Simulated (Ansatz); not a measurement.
## A series in volume scale on Bi

Results calculated with Ansatz 0.2.0, not measured. Plane-wave DFT, scalar-relativistic PAW made under PBE with cores redone for the functional, no dispersion; the given relaxed cell is scaled uniformly, energy at zero smearing counts from the unscaled cell, pressure at the given Fermi-Dirac smearing is positive in compression.

The cell before it is scaled or strained (space group P6_3/mmc, No. 194):
```
cell vectors (Å)
   3.5252     0.0000     0.0000
  -1.7626     3.0529     0.0000
   0.0000     0.0000    11.7892
atoms (fractions of the cell vectors)
Bi  1.00000  0.00000  0.00000
Bi  0.00000  0.00000  0.50000
Bi  0.33333  0.66667  0.25000
Bi  0.66667  0.33333  0.75000
```

Settings of every row: spin polarised no; functional PBE; wave cutoff 420 eV; smearing width 0.1 eV; k mesh 12x12x3.

Atom starting moment: 0 on all atoms.

Limits: no spin-orbit coupling, which can matter with elements this heavy; the cell comes from a prototype or a list of computed structures and needn't be the stable phase.

```csv
row,volume scale,V (Å³/atom),energy change per atom (meV),pressure (GPa)
1,0.88,27.913,89.8,8.79
2,0.92,29.182,35.95,5.13
3,0.96,30.45,?,?
4,1.04,32.988,8.64,-1.93
5,1.08,34.257,30.4,-3.4
6,1.12,35.525,62.64,-4.57
```

Question: what energy change per atom and pressure should row 3 give?

Worked fit of energy change per atom. Take u = (V_r/V)^(2/3) − 1 with V_r = 32.988 Å³ an atom, which is twice the finite (Eulerian) strain; such expansions in the strain, on which the Birch-Murnaghan equation of state is built, carry the rest volume and the bulk modulus. The shown rows have u = 0.11781, 0.08516, 0, -0.02485, -0.0482. Least squares give energy change per atom = 8.369 − 603.657 × u + 10967.54 × u² meV; a straight line predicts inner rows, each left out in turn, worse (root mean square 31 against 0.76 meV). The rows lie off it by 0.33, -0.55, 0.27, 0.26, -0.31 (root mean square 0.36 meV). The withheld row has u = 0.05482, so the fit gives 8.369 − 603.657 × (0.05482) + 10967.54 × (0.05482)² = 8.24 meV.

The calculation gave 7.75 meV. The fit lies 0.49 meV (6.3 % of the value, 0.6 % of the column's range) above it; its largest miss of a shown row is 0.55 meV.

Worked fit of pressure. Take u = (V_r/V)^(2/3) − 1 with V_r = 32.988 Å³ an atom, which is twice the finite (Eulerian) strain; such expansions in the strain, on which the Birch-Murnaghan equation of state is built, carry the rest volume and the bulk modulus. The shown rows have u = 0.11781, 0.08516, 0, -0.02485, -0.0482. Least squares give pressure = −1.952 + 64.616 × u + 223.62 × u² GPa; a straight line predicts inner rows, each left out in turn, worse (root mean square 0.64 against 0.059 GPa). The rows lie off it by 0.03, -0.04, 0.02, 0.02, -0.02. The pressure vanishes at u = 0.0276, or V = 31.67 Å³ an atom, and there the bulk modulus at fixed shape and fractions is B = −V dP/dV = (2/3)(1 + u) dP/du = 52.7 GPa. Letting shape and atoms relax would as a rule lower it, by much in layered, chain or molecular crystals. The withheld row has u = 0.05482, so the fit gives −1.952 + 64.616 × (0.05482) + 223.62 × (0.05482)² = 2.26 GPa.

The calculation gave 2.23 GPa. The fit lies 0.03 GPa (1.3 % of the value, 0.22 % of the column's range) above it; its largest miss of a shown row is 0.04 GPa.
